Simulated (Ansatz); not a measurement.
Crystal: CoO.

```
Co O
1.0
    -1.50800    1.50800    2.10725
     1.50800   -1.50800    2.10725
     1.50800    1.50800   -2.10725
Co O
1 1
Direct
  0.00000 0.00000 0.00000
  0.50000 0.50000 0.00000
```

Program: Ansatz 0.2.0. Alike in all runs: task single point; level PBE; potentials or basis Ansatz PAW; cell as given; k mesh 10 × 10 × 10; cutoff (eV) 420; smearing fermi-dirac 0.05 eV.

Problem. Order these runs on this cell by their pressure, lowest first.
A. spin collinear, ferromagnetic start; fixed moment (μB) 1.5
B. spin collinear, program default start; fixed moment (μB) 0.0
C. spin collinear, ferromagnetic start; fixed moment (μB) 2.5
D. spin collinear, ferromagnetic start; fixed moment (μB) 2.0
E. spin collinear, ferromagnetic start; fixed moment (μB) 1.0

Solution. B (-18.0 GPa), E (-13.9 GPa), A (-10.9 GPa), D (-7.5 GPa), C (-3.7 GPa).

Caveats: the total moment is fixed, so each spin has its own Fermi level; the thresholds are loose for stress; a cell with one magnetic atom can't hold antiferromagnetic order, which such compounds often take (some runs).
